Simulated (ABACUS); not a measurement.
## Ag: relaxation of cell and atoms with PBE

The system is Ag.

```xyz
1
Lattice="0.0000 2.0427 2.0427 2.0427 0.0000 2.0427 2.0427 2.0427 0.0000" Properties=species:S:1:pos:R:3 pbc="T T T"
Ag    0.0000    0.0000    0.0000
```

```
Program                                       : ABACUS 3.10.1
Task                                          : relaxation of cell and atoms
Functional                                    : PBE
Potentials or basis                           : PseudoDojo NC SR 0.5 PBE standard
Cutoff                                        : 1116 eV
Density cutoff                                : 4463 eV
Basis                                         : plane waves
k mesh                                        : 9 × 9 × 9
Occupations                                   : fermi-dirac, width 0.05 eV
Spin                                          : no spin polarisation
Optimiser                                     : ASE BFGS
Force threshold                               : 0.03 eV/Å
Max steps                                     : 60
Cell moves                                    : yes
Radial cutoff of the potentials (pseudo_rcut) : 10 bohr
SCF threshold on the density                  : 1e-08
Max SCF steps                                 : 100
Eigensolver                                   : dav
Mixing                                        : broyden
Mixing share                                  : 0.7
Symmetry key                                  : 1
Bands                                         : 14
```

```yaml
Relaxed_volume: 17.76 Å³/atom
Relaxed_cell: a = 2.929 Å, b = 2.929 Å, c = 2.929 Å, α = 60.00°, β = 60.00°, γ = 60.00°
Space_group_after_relaxing_to_0.05_Å: Fm-3m (No. 225)
Energy_gained_by_relaxing: 10.2 meV/atom
Ionic_steps: 3
Pressure_after_relaxing: 0.2 GPa
Band_gap_on_the_k_mesh: none (metal or under the smearing width)
```

The path:
```tsv
step	energy change (eV)	largest force (eV/Å)	pressure (GPa)	volume (Å³)
1	0.0000	0.0000	4.47	17.05
2	-0.0075	0.0000	2.20	17.40
3	-0.0102	0.0000	0.15	17.76
```

Final structure:
```cif
data_structure
_symmetry_space_group_name_H-M 'P 1'
_symmetry_Int_Tables_number 1
_cell_length_a 2.9285
_cell_length_b 2.9285
_cell_length_c 2.9285
_cell_angle_alpha 60.000
_cell_angle_beta 60.000
_cell_angle_gamma 60.000
_cell_volume 17.76
loop_
_atom_site_label
_atom_site_type_symbol
_atom_site_fract_x
_atom_site_fract_y
_atom_site_fract_z
_atom_site_occupancy
Ag1 Ag 0.00000 0.00000 0.00000 1
```

Levels at points of the mesh, in eV from the Fermi level:
| k point | band 7 | band 8 | band 9 | band 10 | band 11 | band 12 | band 13 |
| --- | --- | --- | --- | --- | --- | --- | --- |
| (0.00, 0.00, 0.00) | -4.98 | -4.98 | -4.02 | -4.02 | 15.75 | 19.04 | 19.04 |

Wall time 6.9 s on 4 MPI ranks on Intel(R) Xeon(R) Platinum 8488C (Sapphire Rapids), with other jobs on the host, peak memory 0.36 GiB a rank.

PBE usually gives volumes a little too large and moduli too small. Zero-point motion and thermal expansion aren't in these numbers.
